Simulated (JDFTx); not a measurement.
Runs of JDFTx 1.7.0 (patched build) on SnSe2. The structure is trigonal, space group P-3m1 (No. 164). The conventional cell has a = 3.811 Å, b = 3.811 Å, c = 6.136 Å, α = 90.00°, β = 90.00°, γ = 120.00°. Sn (site symmetry -3m) is surrounded by 6 Se at 2.68 Å. Se (site symmetry 3m) is surrounded by 3 Sn at 2.68 Å. 

| task | level | potentials or basis | cell | k mesh | max SCF steps | SCF threshold on the energy | solver of the electrons | further solve for the empty bands | band ratio of the Davidson solver | mesh quality | gap on the mesh (eV) | pressure (GPa) | largest force (eV/Å) |
| --- | --- | --- | --- | --- | --- | --- | --- | --- | --- | --- | --- | --- | --- |
| single point | PBE | PseudoDojo-SR-PBE-0.5-standard | atoms moved at random, drawn with an rms of 0.05 Å | 8 × 8 × 5 | 100 | 1e-09 Ha | scf | yes | - | not flagged | 0.72 | 5.1 | 0.82 |
| single point | PBE | PseudoDojo-SR-PBE-0.5-standard | as given | 5 × 5 × 3 | 100 | 1e-09 Ha | scf | yes | - | coarse | (b) | 5.9 | 0.77 |
| single point | LDA | PseudoDojo-SR-LDA-0.4.1-standard | as given | 5 × 5 × 3 | 100 | 1e-09 Ha | scf | yes | - | coarse | (a) | 1.0 | (c) |
| single point | PBE | PseudoDojo-SR-PBE-0.5-standard | as given | 8 × 8 × 5 | 100 | 1e-09 Ha | scf | yes | - | not flagged | 0.79 | 5.7 | 0.82 |

Alike in all rows: no spin polarisation; cutoff (eV) 1170; smearing fermi-dirac 0.05 eV.

Q: Estimate the missing entries.

A: (a) 0.63; (b) 0.77; (c) 0.45.

Caveats: spin-orbit coupling is left out, which moves the levels of the heavy elements; an odd mesh through Γ misses points on the zone boundary, where band edges often lie; this functional lacks dispersion, which binds the layers, so the pressure and a relaxed spacing across them are unreliable (some runs); the empty levels aren't tightly converged (some runs).

A k mesh can miss the band edges, and the runs leave out spin-orbit coupling on Se, Sn.
